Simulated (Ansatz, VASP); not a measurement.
One calculation of GaAs, two programs

File INCAR:

```
PREC     = Accurate       # precision mode
ENCUT    = 600            # plane-wave cutoff, eV
EDIFF    = 1E-6           # SCF threshold, eV
ISMEAR   = -1             # smearing method
SIGMA    = 0.05           # smearing width, eV
LREAL    = F              # projectors in reciprocal space
LASPH    = T              # aspherical terms in the spheres
NELM     = 60             # most SCF steps
ALGO     = Normal         # electronic algorithm
ISIF     = 3              # what is computed and relaxed
LWAVE    = F              # write WAVECAR
LCHARG   = F              # write CHGCAR
GGA      = PS             # functional
IVDW     = 12             # dispersion correction
IBRION   = 2              # ionic algorithm
NSW      = 60             # ionic steps
EDIFFG   = -0.01          # ionic threshold
```

The input KPOINTS:

```
Automatic mesh
0
Gamma
  8 8 8
```

POSCAR

```
GaAs
1.0
    0.0000000000      2.8268500000      2.8268500000
    2.8268500000      0.0000000000      2.8268500000
    2.8268500000      2.8268500000      0.0000000000
As Ga
1 1
Direct
    0.7500000000      0.7500000000      0.7500000000
    0.0000000000      0.0000000000      0.0000000000
```

The input input.yaml:

```yaml
crystal:
  lattice:
    - [0.0, 2.82685, 2.82685]
    - [2.82685, 0.0, 2.82685]
    - [2.82685, 2.82685, 0.0]
  atoms:
    - { symbol: As, position: [0.75, 0.75, 0.75] }
    - { symbol: Ga, position: [0.0, 0.0, 0.0] }
hamiltonian:
  xc: pbesol
  pseudopotentials: { kind: paw }
  dispersion: d3bj
kpoints:
  mp_grid: { grid: [8, 8, 8] }
scf:
  occupations: { method: fermi_dirac, width: 0.05 }
output:
  forces: true
  stress: true
relax:
  f_tol: 0.01
  max_steps: 40
  cell: { stress_tol: 0.05 }
```

Alike in both runs: task relaxation of cell and atoms; functional PBEsol; dispersion D3(BJ); k mesh 8 × 8 × 8; occupations fermi-dirac, width 0.05 eV; no spin polarisation.

|  | VASP | Ansatz |
| --- | --- | --- |
| version | VASP 6.6.1 | Ansatz 0.2.0 |
| potentials or method | VASP PAW PBE potentials, release 64 (As, Ga_d) | Ansatz PAW |
| plane-wave cutoff (eV) | 600 | 420 |
| valence electrons in the cell | 18 | 28 |

Ansatz gave:

- relaxed volume (Å³/atom): 21.98
- relaxed cell length with the largest relative difference (Å): 3.962
- energy change over the relaxation (meV/atom): -4

Task: What did VASP give for the same quantities?

Result: Relaxed volume (Å³/atom): 22.03; relaxed cell length with the largest relative difference (Å): 3.965; energy change over the relaxation (meV/atom): -3.

The two sets of potentials don't hold the same shells in valence.

Caveats: the PAW data sets were made with another functional, which shifts forces and pressure a little (VASP); the plane-wave basis is chosen anew once the cell has moved, so the energies of steps on either side of that aren't comparable (Ansatz); the PAW data sets come from PBE, with cores solved anew for the run's functional, which leaves a small shift of forces and pressure (Ansatz). A k mesh can miss the band edges.
